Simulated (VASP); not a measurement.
# ZnS (Wurtzite-2H) (P6_3mc) in VASP: notebook, part 2 of 2

VASP 6.6.1. The steps go on from the part before.

## 3. Single point, PBE, spin-orbit coupling, no magnetisation

Contents of INCAR:

```
  PREC = Accurate
  ENCUT = 300
  EDIFF = 1E-7
  ISMEAR = 0
  SIGMA = 0.02
  LREAL = False
  LASPH = True
  NELM = 100
  ALGO = Normal
  ISIF = 2
  LWAVE = False
  LCHARG = False
  MAGMOM = 0 0 0 0 0 0 0 0 0 0 0 0
  LORBIT = 11
  LSORBIT = True
  GGA_COMPAT = False
  GGA = PE
  NBANDS = 52
```

Contents of KPOINTS:

```
regular mesh
0
Gamma
  3 3 2
```

Contents of POSCAR:

```
ZnS
1.0
    3.8110000000      0.0000000000      0.0000000000
   -1.9055000000      3.3004228138      0.0000000000
    0.0000000000      0.0000000000      6.2340000000
Zn S
2 2
Direct
    0.6666666667      0.3333333333      0.5000000000
    0.3333333333      0.6666666667      0.0000000000
    0.6666666667      0.3333333333      0.8850000000
    0.3333333333      0.6666666667      0.3850000000
```

Potentials or basis: VASP PAW PBE potentials, release 64 (Zn, S).

The run is started by

```sh
$ cat potpaw_PBE.64/Zn/POTCAR potpaw_PBE.64/S/POTCAR > POTCAR
$ mpirun -np 1 vasp_ncl > vasp.out
```

OUTCAR:

```text
PREC = Accurate
   ENCUT = 300
   EDIFF = 1E-7
   ISMEAR = 0
   LREAL = False
   LASPH = True
   NELM = 100
   ISIF = 2
   LORBIT = 11
   LSORBIT = True
   GGA = PE

 Found      6 irreducible k-points:

 Following reciprocal coordinates:
            Coordinates               Weight
  0.000000  0.000000  0.000000      1.000000
  0.333333  0.000000  0.000000      6.000000
  0.333333  0.333333  0.000000      2.000000
  0.000000  0.000000  0.500000      1.000000
  0.333333  0.000000  0.500000      6.000000
  0.333333  0.333333  0.500000      2.000000
   k-points           NKPTS =      6   k-points in BZ     NKDIM =      6   number of bands    NBANDS=     52
   number of dos      NEDOS =    301   number of ions     NIONS =      4
   total plane-waves  NPLWV =  20736
   dimension x,y,z NGX =    24 NGY =   24 NGZ =   36
   dimension x,y,z NGXF=    48 NGYF=   48 NGZF=   72
   ions per type =               2   2
   NGX,Y,Z   is equivalent  to a cutoff of  10.47, 10.47,  9.60 a.u.
   NGXF,Y,Z  is equivalent  to a cutoff of  20.94, 20.94, 19.20 a.u.
 SYSTEM =  unknown system
   PREC   = accura    normal or accurate (medium, high low for compatibility)
   ISTART =      0    job   : 0-new  1-cont  2-samecut
   ICHARG =      2    charge: 1-file 2-atom 10-const
   ISPIN  =      1    spin polarized calculation?
   LNONCOLLINEAR =      T non collinear calculations
   LSORBIT =      T    spin-orbit coupling
   LASPH  =      T    aspherical Exc in radial PAW
   ENCUT  =  300.0 eV  22.05 Ry    4.70 a.u.   5.38  5.38  8.80*2*pi/ulx,y,z
   NELM   =    100;   NELMIN=  2; NELMDL= -5     # of ELM steps
   EDIFF  = 0.1E-06   stopping-criterion for ELM
   LREAL  =      F    real-space projection
   EDIFFG = 0.1E-05   stopping-criterion for IOM
   NSW    =      0    number of steps for IOM
   IBRION =     -1    ionic relax: 0-MD 1-quasi-New 2-CG
   NFREE  =      0    steps in history (QN), initial steepest desc. (CG)
   ISIF   =      2    stress and relaxation
   ISYM   =      2    0-nonsym 1-usesym 2-fastsym
   POTIM  = 0.5000    time-step for ionic-motion
   TEBEG  =    0.0;   TEEND  =   0.0 temperature during run
   PSTRESS=    0.0 pullay stress
   NELECT =      36.0000    total number of electrons
   NUPDOWN=      -1.0000    fix difference up-down
   EMIN   =  10.00;   EMAX   =-10.00  energy-range for DOS
   EFERMI =   0.00;   METHOD = LEGACY
   ISMEAR =     0;   SIGMA  =   0.02  broadening in eV -4-tet -1-fermi 0-gaus
   EFERMI_NEDOS =   21; number of points for ismear=-14 and -15
   IALGO  =     38    algorithm
   IMIX   =      4    mixing-type and parameters
     AMIX     =   0.40;   BMIX     =  1.00
     AMIX_MAG =   1.60;   BMIX_MAG =  1.00
  volume/ion in A,a.u.               =      19.60       132.29
  Fermi-wavevector in a.u.,A,eV,Ry     =   1.262943  2.386617 21.701647  1.595026
  Thomas-Fermi vector in A             =   2.396326
   LORBIT       =     11    0 simple, 1 ext, 2 COOP (PROOUT), +10 PAW based schemes
   GGA     = PE    functional components
   LHFCALC =     F    Hartree Fock is set to
   AEXX    =    0.0000 exact exchange contribution
   IVDW    =     0    specifies the selected vdW correction
   LEPSILON=     F    determine dielectric tensor
   LRPA    =     F    only Hartree local field effects (RPA)
 Gauss-broadening in eV      SIGMA  =   0.02
  energy-cutoff  :      300.00
  volume of cell :       78.41
 maximum number of plane-waves:      1932
 NGX is ok and might be reduce to    24
   NGX = 11   NGY = 11   NGZ = 17

 number of electron      35.9999890 magnetization      -0.0000000      0.0000000     -0.0000000

 number of electron      35.9999890 magnetization      -0.0000000      0.0000000      0.0000000

 number of electron      35.9999890 magnetization       0.0000000      0.0000000      0.0000000

 Free energy of the ion-electron system (eV)
  ---------------------------------------------------
  ext. energy  EPLUGINS =         0.00000000
  ---------------------------------------------------
  free energy    TOTEN  =       -13.42606104 eV

  energy without entropy =      -13.42606104  energy(sigma->0) =      -13.42606104

 E-fermi :   2.3775     XC(G=0):  -9.6327

 val. band max:        2.2310531216   @ k =   0.0000   0.0000   0.0000
 cond. band min:       4.4438122264   @ k =   0.0000   0.0000   0.0000
 fundamental gap:      2.2127591048
 Fermi energy:         2.3775487352

 k-point     1 :       0.0000    0.0000    0.0000
  band No.  band energies     occupation
      1     -10.9851      1.00000
      2     -10.9851      1.00000
      3     -10.0563      1.00000
      4     -10.0563      1.00000
      5      -4.2997      1.00000
      6      -4.2997      1.00000
[... 295 lines left out ...]
     47       9.5414      0.00000
     48       9.5414      0.00000
 [bands above 48 left out]

------------------------ aborting loop because EDIFF is reached ----------------------------------------

  FORCE on cell =-STRESS in cart. coord.  units (eV):
  Direction    XX          YY          ZZ          XY          YZ          ZX
  --------------------------------------------------------------------------------------
  -------------------------------------------------------------------------------------
  Total        1.9996469      1.9996469      0.2259059      0.0000000      0.0000000      0.0000000
  in kB       40.8590783     40.8590783      4.6159689      0.0000000      0.0000000      0.0000000
  external PRESSURE =      28.7780418 kB  Pullay stress =       0.0000000 kB

 VOLUME and BASIS-vectors are now :
 -----------------------------------------------------------------------------
  energy-cutoff  :      300.00
  volume of cell :       78.41
      direct lattice vectors                 reciprocal lattice vectors
     3.811000000  0.000000000  0.000000000     0.262398321  0.151495741  0.000000000
    -1.905500000  3.300422814  0.000000000     0.000000000  0.302991482  0.000000000
     0.000000000  0.000000000  6.234000000     0.000000000  0.000000000  0.160410651

 POSITION                                       TOTAL-FORCE (eV/Angst)
 -----------------------------------------------------------------------------------
      1.90550      1.10014      3.11700        -0.000000      0.000000      0.371914
     -0.00000      2.20028      0.00000         0.000000     -0.000000      0.371914
      1.90550      1.10014      5.51709        -0.000000     -0.000000     -0.371914
     -0.00000      2.20028      2.40009         0.000000      0.000000     -0.371914
 -----------------------------------------------------------------------------------
    total drift:                                0.000000      0.000001     -0.003852

  FREE ENERGIE OF THE ION-ELECTRON SYSTEM (eV)
  ---------------------------------------------------
  free  energy   TOTEN  =       -13.4260610375 eV

  energy  without entropy=      -13.4260610375  energy(sigma->0) =      -13.42606104

 Spin-Orbit-Coupling matrix elements

 Ion:    1  E_soc:     -0.0082944
 l=   1
     0.0000000    -0.0004063    -0.0004385
    -0.0004063     0.0000000    -0.0004063
    -0.0004385    -0.0004063     0.0000000
 l=   2
     0.0000000    -0.0001923     0.0000000    -0.0001923    -0.0007870
    -0.0001923     0.0000000    -0.0005754    -0.0001890    -0.0001923
     0.0000000    -0.0005754     0.0000000    -0.0005754     0.0000000
    -0.0001923    -0.0001890    -0.0005754     0.0000000    -0.0001923
    -0.0007870    -0.0001923     0.0000000    -0.0001923     0.0000000
 l=   3
     0.0000000     0.0000000     0.0000000     0.0000000     0.0000000     0.0000000     0.0000000
     0.0000000     0.0000000     0.0000000     0.0000000     0.0000000     0.0000000     0.0000000
     0.0000000     0.0000000     0.0000000     0.0000000     0.0000000     0.0000000     0.0000000
     0.0000000     0.0000000     0.0000000     0.0000000     0.0000000     0.0000000     0.0000000
[... 49 lines left out ...]
 l=   2
     0.0000000     0.0000000     0.0000000     0.0000000     0.0000000
     0.0000000     0.0000000     0.0000000     0.0000000     0.0000000
     0.0000000     0.0000000     0.0000000     0.0000000     0.0000000
     0.0000000     0.0000000     0.0000000     0.0000000     0.0000000
     0.0000000     0.0000000     0.0000000     0.0000000     0.0000000
 l=   3
     0.0000000     0.0000000     0.0000000     0.0000000     0.0000000     0.0000000     0.0000000
     0.0000000     0.0000000     0.0000000     0.0000000     0.0000000     0.0000000     0.0000000
     0.0000000     0.0000000     0.0000000     0.0000000     0.0000000     0.0000000     0.0000000
     0.0000000     0.0000000     0.0000000     0.0000000     0.0000000     0.0000000     0.0000000
     0.0000000     0.0000000     0.0000000     0.0000000     0.0000000     0.0000000     0.0000000
     0.0000000     0.0000000     0.0000000     0.0000000     0.0000000     0.0000000     0.0000000
     0.0000000     0.0000000     0.0000000     0.0000000     0.0000000     0.0000000     0.0000000

 total charge

# of ion       s       p       d       tot
------------------------------------------
    1        0.512   0.485   9.796  10.793
    2        0.512   0.485   9.796  10.793
    3        1.307   2.466   0.000   3.773
    4        1.307   2.466   0.000   3.773
--------------------------------------------------
tot          3.638   5.903  19.592  29.133

 magnetization (x)

# of ion       s       p       d       tot
------------------------------------------
    1       -0.000   0.000   0.000   0.000
    2        0.000   0.000   0.000   0.000
    3        0.000   0.000   0.000   0.000
    4       -0.000   0.000   0.000  -0.000
--------------------------------------------------
tot          0.000   0.000   0.000   0.000

 magnetization (y)

# of ion       s       p       d       tot
------------------------------------------
    1        0.000  -0.000  -0.000  -0.000
    2        0.000  -0.000  -0.000  -0.000
    3        0.000   0.000   0.000   0.000
    4        0.000   0.000   0.000   0.000
--------------------------------------------------
tot          0.000  -0.000  -0.000  -0.000

 magnetization (z)

# of ion       s       p       d       tot
------------------------------------------
    1        0.000  -0.000   0.000   0.000
    2       -0.000  -0.000   0.000  -0.000
    3       -0.000   0.000   0.000  -0.000
    4       -0.000   0.000   0.000  -0.000
--------------------------------------------------
tot         -0.000  -0.000   0.000  -0.000
```

OSZICAR:

```text
N       E                     dE             d eps       ncg     rms          rms(c)
DAV:   1     0.230040142107E+03    0.23004E+03   -0.11679E+04   624   0.113E+03
DAV:   2     0.145797821225E+02   -0.21546E+03   -0.20307E+03   624   0.299E+02
DAV:   3    -0.133515423061E+02   -0.27931E+02   -0.27459E+02   712   0.109E+02
DAV:   4    -0.143247923108E+02   -0.97325E+00   -0.96952E+00   704   0.213E+01
DAV:   5    -0.143395905164E+02   -0.14798E-01   -0.14788E-01   716   0.256E+00    0.987E+00
DAV:   6    -0.134333598413E+02    0.90623E+00   -0.14848E+00   900   0.356E+01    0.758E+00
DAV:   7    -0.134328393077E+02    0.52053E-03   -0.14394E+00   684   0.632E+00    0.352E+00
DAV:   8    -0.134246308632E+02    0.82084E-02   -0.58091E-02   760   0.294E+00    0.108E+00
DAV:   9    -0.134255317200E+02   -0.90086E-03   -0.13440E-02   756   0.182E+00    0.352E-01
DAV:  10    -0.134257289769E+02   -0.19726E-03   -0.11409E-03   696   0.318E-01    0.179E-01
DAV:  11    -0.134259208240E+02   -0.19185E-03   -0.11429E-04   672   0.149E-01    0.720E-02
DAV:  12    -0.134260571886E+02   -0.13636E-03   -0.21793E-04   664   0.153E-01    0.226E-02
DAV:  13    -0.134260576928E+02   -0.50422E-06   -0.16040E-05   708   0.452E-02    0.890E-03
DAV:  14    -0.134260608833E+02   -0.31906E-05   -0.45071E-06   664   0.124E-02    0.844E-03
DAV:  15    -0.134260609982E+02   -0.11489E-06   -0.57121E-07   700   0.916E-03    0.453E-03
DAV:  16    -0.134260610375E+02   -0.39307E-07   -0.14037E-07   528   0.290E-03
   1 F= -.13426061E+02 E0= -.13426061E+02  d E =-.313915E-26  mag=    -0.0000    -0.0000     0.0000
```

Run time: 16 s. Hardware: 1 thread of Intel Xeon 6975P-C (Granite Rapids), shared host; peak memory 0.23 GiB.

These settings aren't checked as converged: the numbers below hold their error.

What came out:

```
Free energy                                           : -13.4261 eV
Largest force                                         : 0.372 eV/Å
Valence electrons inside the program's atomic spheres : Zn 10.79; S 3.77
```

Caveat: the k mesh is coarse (spacing up to 0.63 Å⁻¹), so the values aren't converged; the cutoff is under 1.25 times the usual one of these potentials, so pressure, stress and relaxed cells hold a basis-set (Pulay) error.

## 4. Single point, PBE, spin-orbit coupling, no magnetisation

Changes to INCAR since step 3:

```diff
@@ -1,3 +1,3 @@
   PREC = Accurate
-  ENCUT = 300
+  ENCUT = 400
   EDIFF = 1E-7
```

KPOINTS is that of step 3.

POSCAR is that of step 3.

The run is started by

```sh
$ cat potpaw_PBE.64/Zn/POTCAR potpaw_PBE.64/S/POTCAR > POTCAR
$ mpirun -np 1 vasp_ncl > vasp.out
```

Run time: 25 s. Hardware: 1 thread of Intel Xeon 6975P-C (Granite Rapids), shared host; peak memory 0.3 GiB.

These settings aren't checked as converged: the numbers below hold their error.

Results:

| Property | Result |
| --- | --- |
| Free energy | -13.4309 eV |
| Pressure | 2.9 GPa |
| Largest force | 0.374 eV/Å |
| Valence electrons inside the program's atomic spheres | Zn 10.80; S 3.77 |

Caveat: the k mesh is coarse (spacing up to 0.63 Å⁻¹), so the values aren't converged.

## 5. Single point, PBE, spin-orbit coupling, no magnetisation

Changes to INCAR since step 4:

```diff
@@ -1,3 +1,3 @@
   PREC = Accurate
-  ENCUT = 400
+  ENCUT = 500
   EDIFF = 1E-7
```

KPOINTS is that of step 4.

POSCAR is that of step 4.

The run is started by

```sh
$ cat potpaw_PBE.64/Zn/POTCAR potpaw_PBE.64/S/POTCAR > POTCAR
$ mpirun -np 1 vasp_ncl > vasp.out
```

Run time: 32 s. Hardware: 1 thread of Intel Xeon 6975P-C (Granite Rapids), shared host; peak memory 0.34 GiB.

These settings aren't checked as converged: the numbers below hold their error.

Results:

- Free energy: -13.4333 eV
- Pressure: 3.1 GPa
- Largest force: 0.374 eV/Å
- Valence electrons inside the program's atomic spheres: Zn 10.80; S 3.77

Caveat: the k mesh is coarse (spacing up to 0.63 Å⁻¹), so the values aren't converged.

## 6. Single point, PBE, spin-orbit coupling, no magnetisation

Changes to INCAR since step 5:

```diff
@@ -1,3 +1,3 @@
   PREC = Accurate
-  ENCUT = 500
+  ENCUT = 400
   EDIFF = 1E-7
```

Contents of KPOINTS:

```
regular mesh
0
Gamma
  4 4 2
```

POSCAR is that of step 5.

Potentials or basis: VASP PAW PBE potentials, release 64 (Zn, S).

The run is started by

```sh
$ cat potpaw_PBE.64/Zn/POTCAR potpaw_PBE.64/S/POTCAR > POTCAR
$ mpirun -np 1 vasp_ncl > vasp.out
```

It took 32 s on 1 thread of Intel Xeon 6975P-C (Granite Rapids), shared host; peak memory 0.3 GiB.

These settings aren't checked as converged: the numbers below hold their error.

Results:

* Free energy: -13.6119 eV
* Pressure: 2.4 GPa
* Largest force: 0.337 eV/Å
* Valence electrons inside the program's atomic spheres: Zn 10.80; S 3.76

Caveat: the k mesh is coarse (spacing up to 0.50 Å⁻¹), so the values aren't converged.

## 7. The reference run

An earlier run on the cell as given: functional PBEsol; potentials or basis VASP PAW PBE potentials, release 64 (Zn, S); cutoff 520 eV; k mesh 8 × 8 × 5; occupations fermi-dirac, width 0.05 eV; no spin polarisation.

- Pressure: -1.1 GPa
- Largest force: 0.309 eV/Å
- Band gap on the k mesh: 2.12 eV, direct
